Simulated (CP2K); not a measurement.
# Al (Fm-3m) in CP2K: equation of state

Aim: energy against volume of Al in PBEsol, for its equilibrium volume and stiffness.

Everything below comes from runs of CP2K 2026.2. Logs are shortened: lines on timing, memory, paths and dates and some standing lists are left out, and cuts for length are marked.

**Experimental background.**

From “The interpretation of polycrystalline coherent inelastic neutron scattering from aluminium”, 2013, pmc:3831299, for a bulk crystal of Al: bulk modulus 76.9 GPa.

The runs below are set against these values where they give the same quantity.

### Step 1. The structure

Symmetry: Fm-3m, No. 225, cubic system. Conventional cell: a = 4.050 Å, b = 4.050 Å, c = 4.050 Å, α = 90.00°, β = 90.00°, γ = 90.00°. Al (site symmetry m-3m) is surrounded by 12 Al at 2.86 Å.

### Step 2. Single point, PBEsol, 16.60 Å³/atom

The input, al_eos.inp:

```
&GLOBAL
  PROJECT al_eos
  RUN_TYPE ENERGY_FORCE
  PRINT_LEVEL LOW
&END GLOBAL
&FORCE_EVAL
  METHOD QS
  STRESS_TENSOR ANALYTICAL
  &DFT
    BASIS_SET_FILE_NAME BASIS_MOLOPT_UZH
    POTENTIAL_FILE_NAME POTENTIAL_UZH
    &MGRID
      CUTOFF 450
      REL_CUTOFF 60
      NGRIDS 4
    &END MGRID
    &QS
      METHOD GPW
      EPS_DEFAULT 1.0E-10
    &END QS
    &KPOINTS
      SCHEME MONKHORST-PACK 11 11 11
      GAMMA_CENTERED T
      SYMMETRY T
      SYMMETRY_BACKEND SPGLIB
    &END KPOINTS
    &SCF
      SCF_GUESS ATOMIC
      EPS_SCF 1.0E-6
      MAX_SCF 100
      ADDED_MOS 8
      CHOLESKY OFF
      EPS_EIGVAL 1.0E-7
      &DIAGONALIZATION ON
        ALGORITHM STANDARD
      &END DIAGONALIZATION
      &MIXING ON
        METHOD BROYDEN_MIXING
        ALPHA 0.4
        BETA 1.5
        NBUFFER 8
      &END MIXING
      &SMEAR ON
        METHOD FERMI_DIRAC
        ELECTRONIC_TEMPERATURE [K] 580.226
      &END SMEAR
    &END SCF
    &XC
      &XC_FUNCTIONAL
        &GGA_X_PBE_SOL
        &END GGA_X_PBE_SOL
        &GGA_C_PBE_SOL
        &END GGA_C_PBE_SOL
      &END XC_FUNCTIONAL
    &END XC
    &PRINT
      &KPOINTS ON
      &END KPOINTS
      &MULLIKEN ON
      &END MULLIKEN
      &MO ON
        ENERGIES T
        OCCUPATION_NUMBERS T
        &EACH
          QS_SCF 0
        &END EACH
        ADD_LAST NUMERIC
      &END MO
    &END PRINT
  &END DFT
  &SUBSYS
    &CELL
      ABC 2.8635066922 2.8635066922 2.8635066922
      ALPHA_BETA_GAMMA 59.9999999991 59.9999999996 59.9999999995
      PERIODIC XYZ
    &END CELL
    &COORD
      SCALED
      Al  0.0000000000 0.0000000000 0.0000000000
    &END COORD
    &KIND Al
      BASIS_SET TZVP-MOLOPT-PBE-GTH-q3
      POTENTIAL GTH-PBE-q3
    &END KIND
    &PRINT
      &ATOMIC_COORDINATES ON
      &END ATOMIC_COORDINATES
      &CELL ON
      &END CELL
    &END PRINT
  &END SUBSYS
  &PRINT
    &FORCES ON
    &END FORCES
    &STRESS_TENSOR ON
    &END STRESS_TENSOR
  &END PRINT
&END FORCE_EVAL
```

Potentials or basis: POTENTIAL_UZH Al GTH-PBE-q3; TZVP-MOLOPT-PBE-GTH basis.

The run is started by

```
> OMP_NUM_THREADS=1 cp2k.psmp -i al_eos.inp -o al_eos.out
```

al_eos.out:

```text

 CP2K| version string:                                       CP2K version 2026.2
 CP2K| Input file name                                                al_eos.inp

 GLOBAL| Force Environment number                                              1
 GLOBAL| Basis set file name                                    BASIS_MOLOPT_UZH
 GLOBAL| Potential file name                                       POTENTIAL_UZH
 GLOBAL| MM Potential file name                                     MM_POTENTIAL
 GLOBAL| Coordinate file name                                      __STD_INPUT__
 GLOBAL| Method name                                                        CP2K
 GLOBAL| Project name                                                     al_eos
 GLOBAL| Run type                                                   ENERGY_FORCE
 GLOBAL| FFT library                                                       FFTW3
[... 8 lines left out ...]
 GLOBAL| CPU model name                                                  UNKNOWN

 CELL| Volume [angstrom^3]:                                            16.602734
 CELL| Vector a [angstrom]:       2.864     0.000     0.000   |a| =     2.863507
 CELL| Vector b [angstrom]:       1.432     2.480     0.000   |b| =     2.863507
 CELL| Vector c [angstrom]:       1.432     0.827     2.338   |c| =     2.863507
 CELL| Angle (b,c), alpha [degree]:                                    60.000000
 CELL| Angle (a,c), beta  [degree]:                                    60.000000
 CELL| Angle (a,b), gamma [degree]:                                    60.000000
 CELL| Numerically orthorhombic:                                              NO
 CELL| Periodicity                                                           XYZ

 CELL_REF| Volume [angstrom^3]:                                        16.602734
 CELL_REF| Vector a [angstrom     2.864     0.000     0.000   |a| =     2.863507
 CELL_REF| Vector b [angstrom     1.432     2.480     0.000   |b| =     2.863507
 CELL_REF| Vector c [angstrom     1.432     0.827     2.338   |c| =     2.863507
 CELL_REF| Angle (b,c), alpha [degree]:                                60.000000
 CELL_REF| Angle (a,c), beta  [degree]:                                60.000000
 CELL_REF| Angle (a,b), gamma [degree]:                                60.000000
 CELL_REF| Numerically orthorhombic:                                          NO
 CELL_REF| Periodicity                                                       XYZ
[... 9 lines left out ...]
 TOTAL NUMBERS AND MAXIMUM NUMBERS

  Total number of            - Atomic kinds:                                   1
                             - Atoms:                                          1
                             - Shell sets:                                     1
                             - Shells:                                         7
                             - Primitive Cartesian functions:                  4
                             - Cartesian basis functions:                     18
                             - Spherical basis functions:                     17

  Maximum angular momentum of- Orbital basis functions:                        2
                             - Local part of the GTH pseudopotential:          0
                             - Non-local part of the GTH pseudopotential:      2

 MODULE QUICKSTEP: ATOMIC COORDINATES IN ANGSTROM

   Atom Kind Element         X             Y             Z       Z(eff)     Mass
      1    1 Al   13      0.000000      0.000000      0.000000   3.0000  26.9815

 SCF PARAMETERS         Density guess:                                    ATOMIC
                        --------------------------------------------------------
                        max_scf:                                             100
                        max_scf_history:                                       0
                        max_diis:                                              4
[... 5 lines left out ...]
                        --------------------------------------------------------
                        level_shift [a.u.]:                             0.000000
                        added MOs                                         8    0
                        --------------------------------------------------------
                        Mixing method:                            BROYDEN_MIXING
                                                charge density mixing in g-space
                        --------------------------------------------------------
[... 9 lines left out ...]
 *******************************************************************************
 BRILLOUIN| K-point scheme                                        Monkhorst-Pack
 BRILLOUIN| K-Point grid                                            11   11   11
 BRILLOUIN| Gamma-centered k-point mesh                                     ON
[... 46 lines left out ...]
  Core density on regular grids:                2.9999999992       -0.0000000008
  Total charge density on r-space grids:       -0.0000000007
  Total charge density g-space grids:          -0.0000000007

  Overlap energy of the core charge distribution:               0.00000000000000
  Self energy of the core charge distribution:                 -5.64177408513588
  Core Hamiltonian energy:                                      1.16835516968700
  Hartree energy:                                               3.20347007301920
  Exchange-correlation energy:                                 -0.80109868283971
  Electronic entropic energy:                                  -0.00015138202131
  Fermi energy:                                                 0.25858389135851

  Total energy:                                                -2.07119890728140
  Total energy (extrapolated to T->0):                         -2.07112321627075

 MO| EIGENVALUES AND OCCUPATION NUMBERS FOR K POINT 1
 MO|
 MO|  Index      Eigenvalue [a.u.]        Eigenvalue [eV]             Occupation
 MO|      1               0.050423               1.372081               2.000000
 MO|      2               0.137782               3.749235               2.000000
 MO|      3               0.669512              18.218347               0.000000
 MO|      4               0.669525              18.218700               0.000000
 MO|      5               0.728255              19.816838               0.000000
 MO|      6               0.728256              19.816852               0.000000
 MO|      7               0.839263              22.837503               0.000000
 MO|      8               1.190707              32.400798               0.000000
 MO|      9               1.190713              32.400950               0.000000
 MO|     10               1.336874              36.378194               0.000000
 MO| Sum:                                                               4.000000
 MO| E(Fermi):            0.258584 a.u.          7.036426 eV
 MO| Band gap:            0.531730 a.u.         14.469112 eV

 MO| EIGENVALUES AND OCCUPATION NUMBERS FOR K POINT 2
 MO|
 MO|  Index      Eigenvalue [a.u.]        Eigenvalue [eV]             Occupation
 MO|      1               0.031878               0.867457               2.000000
 MO|      2               0.176817               4.811432               2.000000
 MO|      3               0.599551              16.314611               0.000000
 MO|      4               0.608437              16.556416               0.000000
 MO|      5               0.710921              19.345157               0.000000
 MO|      6               0.819310              22.294564               0.000000
 MO|      7               0.895917              24.379145               0.000000
 MO|      8               1.096191              29.828877               0.000000
 MO|      9               1.206499              32.830510               0.000000
[... 183 lines left out ...]
 MO| EIGENVALUES AND OCCUPATION NUMBERS FOR K POINT 14
 MO|
 MO|  Index      Eigenvalue [a.u.]        Eigenvalue [eV]             Occupation
 MO|      1               0.007892               0.214742               2.000000
 MO|      2               0.320603               8.724040               0.000000
 MO|      3               0.445431              12.120784               0.000000
 MO|      4               0.480896              13.085856               0.000000
 MO|      5               0.714568              19.444385               0.000000
 MO|      6               0.834248              22.701035               0.000000
 MO|      7               0.955152              25.991010               0.000000
 MO|      8               1.100135              29.936185               0.000000
 MO|      9               1.190773              32.402584               0.000000
 MO|     10               1.470929              40.026013               0.000000
 MO| Sum:                                                               2.000000
 MO| E(Fermi):            0.258584 a.u.          7.036426 eV

 [... the levels of further k-points ...]

 !-----------------------------------------------------------------------------!
                     Mulliken Population Analysis

 #  Atom  Element  Kind  Atomic population                           Net charge
       1     Al       1          3.000000                              0.000000
 # Total charge                              3.000000                  0.000000

 !-----------------------------------------------------------------------------!

 ENERGY| Total FORCE_EVAL ( QS ) energy [hartree]             -2.071198455986172

 FORCES| Atomic forces [hartree/bohr]
 FORCES|   Atom     x               y               z               |f|
 FORCES|      1  1.93056388E-15  7.58955376E-16  6.73153288E-16   2.18087723E-15
 FORCES| Sum     1.93056388E-15  7.58955376E-16  6.73153288E-16
 FORCES| Total atomic force                                       2.18087723E-15

 STRESS| Analytical stress tensor [bar]
 STRESS|                        x                   y                   z
 STRESS|      x       -6.53108126451E+03  -9.81188814076E-02  -7.14518075024E-02
 STRESS|      y       -9.81188814076E-02  -6.53370691968E+03  -1.65350793627E-01
 STRESS|      z       -7.14518075024E-02  -1.65350793627E-01  -6.53176779105E+03
 STRESS| 1/3 Trace                                            -6.53218532508E+03
 STRESS| Determinant                                          -2.78724710863E+11

 STRESS| Eigenvectors and eigenvalues of the analytical stress tensor [bar]
 STRESS|                        1                   2                   3
 STRESS| Eigenvalues  -6.53372499650E+03  -6.53175958204E+03  -6.53107139669E+03
 STRESS|      x           0.039260931014      0.091625688604      0.995019252318
 STRESS|      y           0.995560773551     -0.088833577478     -0.031102116940
 STRESS|      z           0.085541366961      0.991823234604     -0.094706630381
```

Wall time 41 s (1 thread of Arm Neoverse V1, shared host); peak memory 0.22 GiB.

Results:

- Free energy: -56.3602 eV
- Pressure: -0.7 GPa
- Band gap on the k mesh: none (metal or under the smearing width)

Caveat: the potentials were made for another functional, which shifts forces and pressure; the basis of atomic orbitals isn't converged, which shifts pressures, moduli and gaps.

### Step 3. Single point, PBEsol, 16.27 Å³/atom (volume scaled by 0.98)

al_eos.inp: that of step 2 with these lines changed.

```diff
@@ -11,2 +11,3 @@
     POTENTIAL_FILE_NAME POTENTIAL_UZH
+    WFN_RESTART_FILE_NAME previous-RESTART.kp
     &MGRID
@@ -27,3 +28,3 @@
     &SCF
-      SCF_GUESS ATOMIC
+      SCF_GUESS RESTART
       EPS_SCF 1.0E-6
@@ -72,4 +73,4 @@
     &CELL
-      ABC 2.8635066922 2.8635066922 2.8635066922
-      ALPHA_BETA_GAMMA 59.9999999991 59.9999999996 59.9999999995
+      ABC 2.8442879474 2.8442879474 2.8442879474
+      ALPHA_BETA_GAMMA 59.9999999987 59.9999999999 59.9999999997
       PERIODIC XYZ
```

Potentials or basis: POTENTIAL_UZH Al GTH-PBE-q3; TZVP-MOLOPT-PBE-GTH basis.

The run is started by

```
> OMP_NUM_THREADS=1 cp2k.psmp -i al_eos.inp -o al_eos.out
```

Wall time 32 s (1 thread of Arm Neoverse V1, shared host); peak memory 0.22 GiB.

Results (log left out):

```yaml
Free_energy: -56.3599 eV
Pressure: 1.0 GPa
Band_gap_on_the_k_mesh: none (metal or under the smearing width)
```

Caveat: the potentials were made for another functional, which shifts forces and pressure; the basis of atomic orbitals isn't converged, which shifts pressures, moduli and gaps.

### Step 4. Single point, PBEsol, 16.93 Å³/atom (volume scaled by 1.02)

al_eos.inp: that of step 3 with these lines changed.

```diff
@@ -73,4 +73,4 @@
     &CELL
-      ABC 2.8442879474 2.8442879474 2.8442879474
-      ALPHA_BETA_GAMMA 59.9999999987 59.9999999999 59.9999999997
+      ABC 2.8824708653 2.8824708653 2.8824708653
+      ALPHA_BETA_GAMMA 59.9999999991 59.9999999987 59.9999999990
       PERIODIC XYZ
```

The run is started by

```
> OMP_NUM_THREADS=1 cp2k.psmp -i al_eos.inp -o al_eos.out
```

Run time: 31 s. Hardware: 1 thread of Arm Neoverse V1, shared host; peak memory 0.22 GiB.

It converged, with:

```
Free energy            : -56.3573 eV
Pressure               : -2.1 GPa
Band gap on the k mesh : none (metal or under the smearing width)
```

Caveat: the potentials were made for another functional, which shifts forces and pressure; the basis of atomic orbitals isn't converged, which shifts pressures, moduli and gaps.

### Step 5. Single point, PBEsol, 15.94 Å³/atom (volume scaled by 0.96)

al_eos.inp: that of step 4 with these lines changed.

```diff
@@ -73,4 +73,4 @@
     &CELL
-      ABC 2.8824708653 2.8824708653 2.8824708653
-      ALPHA_BETA_GAMMA 59.9999999991 59.9999999987 59.9999999990
+      ABC 2.8248059117 2.8248059116 2.8248059116
+      ALPHA_BETA_GAMMA 59.9999999988 60.0000000002 59.9999999999
       PERIODIC XYZ
```

The run is started by

```
> OMP_NUM_THREADS=1 cp2k.psmp -i al_eos.inp -o al_eos.out
```

It took 32 s on 1 thread of Arm Neoverse V1, shared host; peak memory 0.22 GiB.

Results (log left out):

```
Free energy            : -56.3559 eV
Pressure               : 2.8 GPa
Band gap on the k mesh : none (metal or under the smearing width)
```

Caveat: the potentials were made for another functional, which shifts forces and pressure; the basis of atomic orbitals isn't converged, which shifts pressures, moduli and gaps.

### Step 6. Single point, PBEsol, 17.27 Å³/atom (volume scaled by 1.04)

al_eos.inp: that of step 5 with these lines changed.

```diff
@@ -73,4 +73,4 @@
     &CELL
-      ABC 2.8248059117 2.8248059116 2.8248059116
-      ALPHA_BETA_GAMMA 59.9999999988 60.0000000002 59.9999999999
+      ABC 2.9011887331 2.9011887331 2.9011887331
+      ALPHA_BETA_GAMMA 59.9999999995 59.9999999991 59.9999999988
       PERIODIC XYZ
```

Potentials or basis: POTENTIAL_UZH Al GTH-PBE-q3; TZVP-MOLOPT-PBE-GTH basis.

The run is started by

```
> OMP_NUM_THREADS=1 cp2k.psmp -i al_eos.inp -o al_eos.out
```

Run time: 29 s. Hardware: 1 thread of Arm Neoverse V1, shared host; peak memory 0.21 GiB.

Results (log left out):

```yaml
Free_energy: -56.3514 eV
Pressure: -3.5 GPa
Band_gap_on_the_k_mesh: none (metal or under the smearing width)
```

Caveat: the potentials were made for another functional, which shifts forces and pressure; the basis of atomic orbitals isn't converged, which shifts pressures, moduli and gaps.

### Step 7. Single point, PBEsol, 15.61 Å³/atom (volume scaled by 0.94)

al_eos.inp: that of step 6 with these lines changed.

```diff
@@ -73,4 +73,4 @@
     &CELL
-      ABC 2.9011887331 2.9011887331 2.9011887331
-      ALPHA_BETA_GAMMA 59.9999999995 59.9999999991 59.9999999988
+      ABC 2.8050513779 2.8050513778 2.8050513778
+      ALPHA_BETA_GAMMA 59.9999999989 60.0000000002 60.0000000000
       PERIODIC XYZ
```

The run is started by

```
> OMP_NUM_THREADS=1 cp2k.psmp -i al_eos.inp -o al_eos.out
```

It took 34 s on 1 thread of Arm Neoverse V1, shared host; peak memory 0.21 GiB.

Results (log left out):

| Property | Result |
| --- | --- |
| Free energy | -56.3480 eV |
| Pressure | 4.9 GPa |
| Band gap on the k mesh | none (metal or under the smearing width) |

Caveat: the potentials were made for another functional, which shifts forces and pressure; the basis of atomic orbitals isn't converged, which shifts pressures, moduli and gaps.

### Step 8. Single point, PBEsol, 17.60 Å³/atom (volume scaled by 1.06)

al_eos.inp: that of step 7 with these lines changed.

```diff
@@ -73,4 +73,4 @@
     &CELL
-      ABC 2.8050513779 2.8050513778 2.8050513778
-      ALPHA_BETA_GAMMA 59.9999999989 60.0000000002 60.0000000000
+      ABC 2.9196681405 2.9196681404 2.9196681404
+      ALPHA_BETA_GAMMA 60.0000000002 60.0000000002 59.9999999999
       PERIODIC XYZ
```

The run is started by

```
> OMP_NUM_THREADS=1 cp2k.psmp -i al_eos.inp -o al_eos.out
```

It took 28 s on 1 thread of Arm Neoverse V1, shared host; peak memory 0.21 GiB.

Results (log left out):

```yaml
Free_energy: -56.3430 eV
Pressure: -4.7 GPa
Band_gap_on_the_k_mesh: none (metal or under the smearing width)
```

Caveat: the potentials were made for another functional, which shifts forces and pressure; the basis of atomic orbitals isn't converged, which shifts pressures, moduli and gaps.

### Step 9. Equation of state, PBEsol

Potentials or basis: POTENTIAL_UZH Al GTH-PBE-q3; TZVP-MOLOPT-PBE-GTH basis.

This step only gathers the single runs of the series.

What came out:

* Equilibrium volume: 16.47 Å³/atom
* Bulk modulus: 81 GPa
* Pressure derivative of the bulk modulus: 4.3

Energy against volume, from the lowest point:
| volume (Å³/atom) | energy (meV/atom) |
| --- | --- |
| 15.607 | 12.20 |
| 15.939 | 4.26 |
| 16.271 | 0.32 |
| 16.603 | 0.00 |
| 16.935 | 2.92 |
| 17.267 | 8.76 |
| 17.599 | 17.21 |

Caveat: the potentials were made for another functional, which shifts forces and pressure; the basis of atomic orbitals isn't converged, which shifts pressures, moduli and gaps.

### Step 10. Against experiment

Step 9. Measured bulk modulus of Al: 76.9 GPa (quoted in “The interpretation of polycrystalline coherent inelastic neutron scattering from aluminium”, 2013, pmc:3831299). This calculation gives 81 GPa (+5.3 %). The fit is for a static lattice scaled at fixed shape and fixed fractional positions.
